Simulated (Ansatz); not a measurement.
WC: how the axes shrink under pressure

WC, P-6m2, a = 2.912 Å, c = 2.836 Å. Ansatz: r2SCAN, PAW, 500 eV, Γ-centred 18×18×14 mesh on 2 atoms, Gaussian smearing 0.10 eV; no spin polarisation. Cell and atoms are relaxed at each pressure, and no other structure is tried, so the rows at high pressure may lie past a change of phase. y = 100 ln(c/c0) with c0 = 2.8362 Å, so nearly a change in per cent. The pressures are the targets, met within 0.03 GPa.

| P (GPa) | y | 100 ln(a/a0) |
| --- | --- | --- |
| -1.0 | 0.07 | 0.09 |
| 0.0 | 0.00 | 0.00 |
| 1.0 | -0.07 | -0.09 |
| 4.0 | -0.27 | -0.35 |
| 12.0 | ? | ? |
| 25.0 | -1.55 | -2.00 |
| 50.0 | -2.83 | -3.64 |
| 90.0 | -4.51 | -5.78 |

**Question.** Fit y = c1 P + c2 P² to the other rows, give the linear compressibility along c, and predict the missing y.

**Answer.** Least squares on the rows shown. y = −0.06555 P + 0.0001720 P². The linear compressibility along c is −c1/100 = 0.66 per TPa, against 0.85 along a from the same fit to the last column (its missing entry is -1.02): the crystal is softer along a at low pressure. With a term in P³ added, the coefficient of P becomes -0.06850, 4 % more, which shows how far this figure hangs on the form. At P = 12.0 the fit asked for gives -0.76. The run gave -0.78, so the fit is 0.02 too high, within twice the rms miss on the fitted rows (0.01).

The mesh isn't the same in all rows (18×18×14, 18×18×16). Spin–orbit coupling is left out, which can shift energies with elements as heavy as these.